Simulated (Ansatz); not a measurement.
A run of Ansatz 0.2.0 is set up as follows.

The input input.yaml:

```yaml
crystal:
  lattice:
    - [0.0, 2.82891, 2.82891]
    - [2.82891, 0.0, 2.82891]
    - [2.82891, 2.82891, 0.0]
  atoms:
    - { symbol: Ge, position: [0.75, 0.75, 0.75] }
    - { symbol: Ge, position: [0.5, 0.5, 0.5] }
kpoints:
  mp_grid: { grid: [8, 8, 8] }
  band_path:
    path:
      - [0.0, 0.0, 0.0]
      - [0.5, 0.0, 0.5]
      - [0.5, 0.25, 0.75]
      - [0.375, 0.375, 0.75]
      - [0.0, 0.0, 0.0]
      - [0.5, 0.5, 0.5]
      - [0.625, 0.25, 0.625]
      - [0.5, 0.25, 0.75]
    npoints: 10
scf:
  occupations: { method: fermi_dirac, width: 0.05 }
hamiltonian:
  xc: pbe
  pseudopotentials: { kind: all_electron, lapw: { basis_error: 0.001 } }
output:
  forces: true
  stress: true
  eigenvalues: true
```

Potentials or basis: all-electron LAPW, scalar-relativistic.

Launch:

```sh
$ ansatz run input.yaml --threads 1 --pin off --max-ram 3072MiB --backend cpu --events-out ev --progress --plain --runs-dir out
```

**Question.** Estimate the band gap along the path.

**Answer.** None (metal or under the smearing width).

**Question.** What does it give for the pressure?

**Answer.** 3.6 GPa.

Levels at the corners of the path, in eV from the Fermi level:
| point | band 19 | band 20 | band 21 | band 22 | band 23 | band 24 | band 25 | band 26 |
| --- | --- | --- | --- | --- | --- | --- | --- | --- |
| Γ | -12.82 | -0.05 | -0.05 | -0.05 | -0.01 | 2.50 | 2.50 | 2.50 |
| X | -8.93 | -8.93 | -3.12 | -3.12 | 0.70 | 0.70 | 9.46 | 9.46 |
| W | -8.83 | -8.83 | -3.95 | -3.95 | 4.28 | 4.28 | 4.67 | 4.67 |
| K | -9.40 | -8.34 | -4.38 | -2.68 | 1.11 | 4.04 | 7.17 | 7.33 |
| Γ | -12.82 | -0.05 | -0.05 | -0.05 | -0.01 | 2.50 | 2.50 | 2.50 |
| L | -10.73 | -7.64 | -1.45 | -1.45 | 0.14 | 3.69 | 3.69 | 7.08 |
| U | -9.40 | -8.34 | -4.38 | -2.68 | 1.11 | 4.04 | 7.17 | 7.33 |
| W | -8.83 | -8.83 | -3.95 | -3.95 | 4.28 | 4.28 | 4.67 | 4.67 |

**Experimental background.**

“Electronic and optical properties of SixGe1-x-ySny alloys lattice-matched to Ge”, 2021, arxiv:2109.02782 reports, for a bulk crystal of Ge at 293 K: band gap 0.666 eV (indirect).

Against the measured gap of Ge, 0.666 eV (indirect; 293 K; “Electronic and optical properties of SixGe1-x-ySny alloys lattice-matched to Ge”, 2021, arxiv:2109.02782), the calculated 0.00 eV is off by -0.67 eV. 3 values of this kind are on record (0.666 to 0.807 eV); this one was drawn at random among those near their median. Spin-orbit coupling on Ge is left out. The value is that of PBE, without temperature or zero-point motion. Semilocal functionals fall short of measured gaps as a rule.
